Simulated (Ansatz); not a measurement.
# SnGe31 (Ge with 2 of 64 sites taken by Sn): the cost of one run

Program: Ansatz 0.2.0. Level of theory: DFT LDA, scalar-relativistic, plane waves, PAW, and further levels as typed in the inputs. These are calculated values, not measurements.

## Step 1: Starting point

It takes space group P1 (No. 1, triclinic). The conventional cell has a = 11.243 Å, b = 11.243 Å, c = 11.243 Å, α = 90.00°, β = 90.00°, γ = 90.00°. Sn (site symmetry 1) is surrounded by 4 Ge at 2.41 to 2.44 Å. Sn (site symmetry 1) has 4 Ge at 2.43 to 2.45 Å in its first shell of neighbours. Around Ge (site symmetry 1) lie 4 Ge at 2.43 to 2.44 Å. Ge (site symmetry 1) has 4 Ge at 2.42 to 2.45 Å in its first shell of neighbours. Ge (site symmetry 1) has 4 Ge at 2.44 to 2.45 Å in its first shell of neighbours. Around Ge (site symmetry 1) lie 4 Ge at 2.42 to 2.44 Å. Only part of the 64 independent sites is listed.

Coordinates:

```cif
data_structure
_symmetry_space_group_name_H-M 'P1'
_symmetry_Int_Tables_number 1
_cell_length_a 11.2434
_cell_length_b 11.2434
_cell_length_c 11.2434
_cell_angle_alpha 90.000
_cell_angle_beta 90.000
_cell_angle_gamma 90.000
_cell_volume 1421.32
loop_
_atom_site_label
_atom_site_type_symbol
_atom_site_symmetry_multiplicity
_atom_site_Wyckoff_symbol
_atom_site_fract_x
_atom_site_fract_y
_atom_site_fract_z
_atom_site_occupancy
Sn1 Sn 1 a 0.00039 0.74971 0.25216 1
Sn2 Sn 1 a 0.99978 0.00010 0.50141 1
Ge1 Ge 1 a 0.99919 0.99947 0.00017 1
Ge2 Ge 1 a 0.99971 0.24894 0.24982 1
Ge3 Ge 1 a 0.24968 0.00054 0.24852 1
Ge4 Ge 1 a 0.24938 0.25102 0.00165 1
Ge5 Ge 1 a 0.12366 0.12557 0.12413 1
Ge6 Ge 1 a 0.12424 0.37422 0.37462 1
Ge7 Ge 1 a 0.37589 0.12563 0.37505 1
Ge8 Ge 1 a 0.37468 0.37500 0.12491 1
Ge9 Ge 1 a 0.00071 0.24944 0.74999 1
Ge10 Ge 1 a 0.24991 0.99995 0.75022 1
Ge11 Ge 1 a 0.25018 0.25119 0.49992 1
Ge12 Ge 1 a 0.12639 0.12473 0.62458 1
Ge13 Ge 1 a 0.12509 0.37532 0.87524 1
Ge14 Ge 1 a 0.37615 0.12601 0.87544 1
Ge15 Ge 1 a 0.37470 0.37491 0.62626 1
Ge16 Ge 1 a 0.00020 0.49883 0.99939 1
Ge17 Ge 1 a 0.24949 0.50102 0.24990 1
Ge18 Ge 1 a 0.25201 0.75058 0.00011 1
Ge19 Ge 1 a 0.12461 0.62586 0.12479 1
Ge20 Ge 1 a 0.12427 0.87551 0.37501 1
Ge21 Ge 1 a 0.37606 0.62493 0.37246 1
Ge22 Ge 1 a 0.37570 0.87333 0.12637 1
Ge23 Ge 1 a 0.00162 0.49962 0.49896 1
Ge24 Ge 1 a 0.99876 0.75078 0.74982 1
Ge25 Ge 1 a 0.24947 0.49978 0.75186 1
Ge26 Ge 1 a 0.25031 0.75066 0.50069 1
Ge27 Ge 1 a 0.12591 0.62594 0.62437 1
Ge28 Ge 1 a 0.12481 0.87432 0.87437 1
Ge29 Ge 1 a 0.37602 0.62455 0.87493 1
Ge30 Ge 1 a 0.37438 0.87447 0.62570 1
Ge31 Ge 1 a 0.49960 0.99957 0.00044 1
Ge32 Ge 1 a 0.50045 0.25070 0.25015 1
Ge33 Ge 1 a 0.74844 0.00056 0.25044 1
Ge34 Ge 1 a 0.75091 0.24925 0.00224 1
Ge35 Ge 1 a 0.62390 0.12565 0.12504 1
Ge36 Ge 1 a 0.62457 0.37573 0.37475 1
Ge37 Ge 1 a 0.87292 0.12396 0.37541 1
Ge38 Ge 1 a 0.87699 0.37368 0.12498 1
Ge39 Ge 1 a 0.50129 0.00054 0.49967 1
Ge40 Ge 1 a 0.49874 0.24842 0.74933 1
Ge41 Ge 1 a 0.74967 0.99800 0.74849 1
Ge42 Ge 1 a 0.75027 0.24964 0.49933 1
Ge43 Ge 1 a 0.62464 0.12428 0.62582 1
Ge44 Ge 1 a 0.62646 0.37684 0.87563 1
Ge45 Ge 1 a 0.87566 0.12630 0.87655 1
Ge46 Ge 1 a 0.87630 0.37608 0.62444 1
Ge47 Ge 1 a 0.49858 0.50078 0.99992 1
Ge48 Ge 1 a 0.49995 0.74921 0.24884 1
Ge49 Ge 1 a 0.75125 0.50041 0.24905 1
Ge50 Ge 1 a 0.75035 0.75027 0.00046 1
Ge51 Ge 1 a 0.62699 0.62497 0.12386 1
Ge52 Ge 1 a 0.62503 0.87443 0.37549 1
Ge53 Ge 1 a 0.87519 0.62531 0.37450 1
Ge54 Ge 1 a 0.87537 0.87455 0.12546 1
Ge55 Ge 1 a 0.49973 0.49901 0.50044 1
Ge56 Ge 1 a 0.49937 0.75128 0.75039 1
Ge57 Ge 1 a 0.75042 0.50009 0.74995 1
Ge58 Ge 1 a 0.74788 0.75109 0.49928 1
Ge59 Ge 1 a 0.62585 0.62443 0.62487 1
Ge60 Ge 1 a 0.62480 0.87408 0.87485 1
Ge61 Ge 1 a 0.87542 0.62463 0.87388 1
Ge62 Ge 1 a 0.87449 0.87522 0.62602 1
```

## Step 2: Relaxing cell and atoms: Sn2Ge62 defect cell, no spin

File input.yaml:

```yaml
crystal:
  lattice:
    - [11.2434, 0.0, 0.0]
    - [0.0, 11.2434, 0.0]
    - [0.0, 0.0, 11.2434]
  atoms:
    - { symbol: Sn, position: [0.0003924324, 0.7497057206, 0.2521619538] }
    - { symbol: Sn, position: [-0.0002242134, 9.74882e-05, 0.5014074756] }
    - { symbol: Ge, position: [-0.000808681, -0.000526208, 0.0001668563] }
    - { symbol: Ge, position: [-0.0002933899, 0.2489391424, 0.2498177806] }
    - { symbol: Ge, position: [0.2496808537, 0.0005367341, 0.2485193193] }
    - { symbol: Ge, position: [0.2493772533, 0.2510240595, 0.00165193] }
    - { symbol: Ge, position: [0.1236559408, 0.1255735343, 0.1241278369] }
    - { symbol: Ge, position: [0.1242379057, 0.3742245413, 0.3746242169] }
    - { symbol: Ge, position: [0.3758862442, 0.1256336351, 0.3750526035] }
    - { symbol: Ge, position: [0.3746768674, 0.3750029251, 0.1249057843] }
    - { symbol: Ge, position: [0.0007053501, 0.2494382734, 0.7499944902] }
    - { symbol: Ge, position: [0.2499101094, -4.65234e-05, 0.7502216568] }
    - { symbol: Ge, position: [0.250175801, 0.2511872286, 0.4999227319] }
    - { symbol: Ge, position: [0.1263888435, 0.1247279711, 0.6245751006] }
    - { symbol: Ge, position: [0.1250895976, 0.3753161308, 0.8752397962] }
    - { symbol: Ge, position: [0.376149086, 0.1260133438, 0.8754397606] }
    - { symbol: Ge, position: [0.3747008589, 0.3749105125, 0.6262570913] }
    - { symbol: Ge, position: [0.0001967858, 0.4988341844, -0.0006133067] }
    - { symbol: Ge, position: [0.2494863536, 0.5010247832, 0.2499046872] }
    - { symbol: Ge, position: [0.2520101631, 0.7505840044, 0.0001110045] }
    - { symbol: Ge, position: [0.1246124803, 0.6258646667, 0.1247859089] }
    - { symbol: Ge, position: [0.1242670158, 0.8755053033, 0.3750113474] }
    - { symbol: Ge, position: [0.3760575633, 0.6249345453, 0.372456563] }
    - { symbol: Ge, position: [0.3757020709, 0.8733299172, 0.1263685861] }
    - { symbol: Ge, position: [0.0016199412, 0.4996201937, 0.4989641017] }
    - { symbol: Ge, position: [-0.0012425726, 0.7507761483, 0.7498202339] }
    - { symbol: Ge, position: [0.2494678123, 0.4997834999, 0.7518575473] }
    - { symbol: Ge, position: [0.2503085538, 0.7506632575, 0.5006909899] }
    - { symbol: Ge, position: [0.1259057946, 0.6259439773, 0.6243681036] }
    - { symbol: Ge, position: [0.1248086097, 0.8743233717, 0.8743674838] }
    - { symbol: Ge, position: [0.3760152692, 0.6245537333, 0.8749296019] }
    - { symbol: Ge, position: [0.3743837929, 0.8744722212, 0.6257010672] }
    - { symbol: Ge, position: [0.4996038298, -0.0004288028, 0.0004389755] }
    - { symbol: Ge, position: [0.5004451388, 0.2507047891, 0.2501518797] }
    - { symbol: Ge, position: [0.7484402042, 0.0005605924, 0.2504432193] }
    - { symbol: Ge, position: [0.7509055425, 0.2492471418, 0.0022420332] }
    - { symbol: Ge, position: [0.6239039026, 0.12564656, 0.1250408731] }
    - { symbol: Ge, position: [0.624566739, 0.3757258768, 0.374749693] }
    - { symbol: Ge, position: [0.872922673, 0.1239618101, 0.375407046] }
    - { symbol: Ge, position: [0.8769904705, 0.3736825523, 0.1249849287] }
    - { symbol: Ge, position: [0.5012902979, 0.0005397569, 0.4996659188] }
    - { symbol: Ge, position: [0.4987353251, 0.248415825, 0.7493348046] }
    - { symbol: Ge, position: [0.7496723326, -0.0020003897, 0.7484936273] }
    - { symbol: Ge, position: [0.7502700682, 0.2496362378, 0.4993286456] }
    - { symbol: Ge, position: [0.6246375481, 0.1242772429, 0.6258249428] }
    - { symbol: Ge, position: [0.6264585927, 0.3768442958, 0.8756313018] }
    - { symbol: Ge, position: [0.8756645255, 0.1263012927, 0.8765461949] }
    - { symbol: Ge, position: [0.8763031689, 0.3760782178, 0.6244355333] }
    - { symbol: Ge, position: [0.4985772111, 0.5007801491, -8.34556e-05] }
    - { symbol: Ge, position: [0.4999504856, 0.7492089397, 0.2488429199] }
    - { symbol: Ge, position: [0.751247102, 0.5004136658, 0.2490527486] }
    - { symbol: Ge, position: [0.7503472443, 0.7502718041, 0.0004641385] }
    - { symbol: Ge, position: [0.6269862949, 0.6249691356, 0.1238618895] }
    - { symbol: Ge, position: [0.6250325014, 0.8744251236, 0.3754879021] }
    - { symbol: Ge, position: [0.8751872587, 0.6253081824, 0.3744956586] }
    - { symbol: Ge, position: [0.8753679303, 0.8745461728, 0.125460056] }
    - { symbol: Ge, position: [0.4997322828, 0.4990052774, 0.5004433922] }
    - { symbol: Ge, position: [0.4993719926, 0.7512842033, 0.75039397] }
    - { symbol: Ge, position: [0.750415982, 0.5000901371, 0.7499472117] }
    - { symbol: Ge, position: [0.7478772455, 0.7510870115, 0.499276098] }
    - { symbol: Ge, position: [0.6258505095, 0.6244321019, 0.6248727018] }
    - { symbol: Ge, position: [0.6248006032, 0.8740763512, 0.8748472801] }
    - { symbol: Ge, position: [0.8754236674, 0.6246316254, 0.8738757108] }
    - { symbol: Ge, position: [0.874490176, 0.8752221902, 0.6260203338] }
scf:
  occupations: { method: gaussian, width: 0.05 }
output:
  forces: true
  stress: false
  eigenvalues: true
hamiltonian:
  xc: lda
relax:
  f_tol: 0.01
  max_steps: 80
  cell: { stress_tol: 0.03, fix: [shape] }
kpoints:
  mp_grid: { grid: [2, 2, 2] }
```

Command:

```bash
$ ansatz run input.yaml --threads 8 --pin off --max-ram 24576MiB --backend cpu --events-out ev --progress --plain --runs-dir out
```

Q: Estimate wall time and peak memory on 8 threads of Intel Xeon Platinum 8488C (Sapphire Rapids), shared host.

About 6.9 min, with a peak of 18 GiB.
